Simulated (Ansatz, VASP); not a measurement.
# KI in VASP and in Ansatz

```xyz
2
Lattice="0.0000 3.5246 3.3836 3.5246 0.0000 3.3836 3.5246 3.5246 0.0000" Properties=species:S:1:pos:R:3 pbc="T T T"
K     0.0000    0.0000    0.0000
I     3.5246    3.5246    3.3836
```

Change from the starting cell: strain +0.000 along x and y, -0.040 along z, atoms carried along.

Alike in both runs: task single point; functional PBE; k mesh 6 × 6 × 6; occupations gaussian, width 0.05 eV; no spin polarisation.

|  | VASP | Ansatz |
| --- | --- | --- |
| version | VASP 6.6.1 | Ansatz 0.2.0 |
| potentials or method | VASP PAW PBE potentials, release 64 (K_sv, I) | scalar-relativistic, plane waves, PAW |
| plane-wave cutoff (eV) | 520 | 420 |
| valence electrons in the cell | 16 | 26 |

|  | VASP | Ansatz | Ansatz less VASP |
| --- | --- | --- | --- |
| gap on the k mesh at the Fermi level (eV) | 4.06 | 4.06 | +0.005 |
| least direct gap on the mesh (eV) | 4.06 | 4.06 | +0.005 |
| pressure (GPa) | 1.4 | 1.4 | -0.05 |
| largest component of the traceless stress (GPa) | 1.01 | 0.99 | -0.012 |

The two sets of potentials don't hold the same shells in valence.

Caveats: spin-orbit coupling is left out, which moves the levels of the heavy elements.
